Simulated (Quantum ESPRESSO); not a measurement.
The system is HgTe.

```
CELL_PARAMETERS angstrom
0.00000 3.18000 3.18000
3.18000 0.00000 3.18000
3.18000 3.18000 0.00000
ATOMIC_POSITIONS crystal
Hg 0.00000 0.00000 0.00000
Te 0.50000 0.50000 0.50000
```

Measurements of this composition are mostly on another form, of space group No. 216.

| Quantity | Value |
| --- | --- |
| Program | Quantum ESPRESSO 7.5 |
| Task | phonons |
| Functional | PBEsol |
| Potentials or basis | GBRV 1.5 PBEsol |
| Cutoff | 612 eV |
| Density cutoff | 4898 eV |
| k mesh | 7 × 7 × 7 |
| Occupations | cold, width 0.136 eV |
| Spin | no spin polarisation |
| Mixing beta | 0.5 |
| Most SCF iterations | 120 |
| SCF threshold | 4e-10 Ry |

The cell and the atoms were relaxed first, to 27.07 Å³/atom (a = 4.246 Å, b = 4.246 Å, c = 4.246 Å, α = 60.00°, β = 60.00°, γ = 60.00°), and the response was taken there.

At Γ the optical frequencies are 95 95 95 cm⁻¹, at a pressure of 0.0 GPa.

How do the modes respond when the cell is scaled evenly, at fixed shape?

The highest mode has a Grüneisen parameter of 3.15 and moves by +4.9 cm⁻¹ per GPa. None of the listed modes softens on compression. The pressures give a bulk modulus of about 60 GPa.

Frequencies at 99 % and 101 % of the volume (pressures 0.7 and -0.6 GPa), ions relaxed:
| mode | 99 % (cm⁻¹) | 101 % (cm⁻¹) | Grüneisen parameter |
| --- | --- | --- | --- |
| 4 | 97.8 | 91.9 | 3.15 |
| 5 | 97.8 | 91.9 | 3.15 |
| 6 | 97.8 | 91.9 | 3.15 |

Modes are matched by their order; those that don't vary smoothly over the three volumes are left out.

Caveat: the mesh is thin for the phonons of a metal; the volume moved by over 15 % at a fixed basis, so the end points are rough.
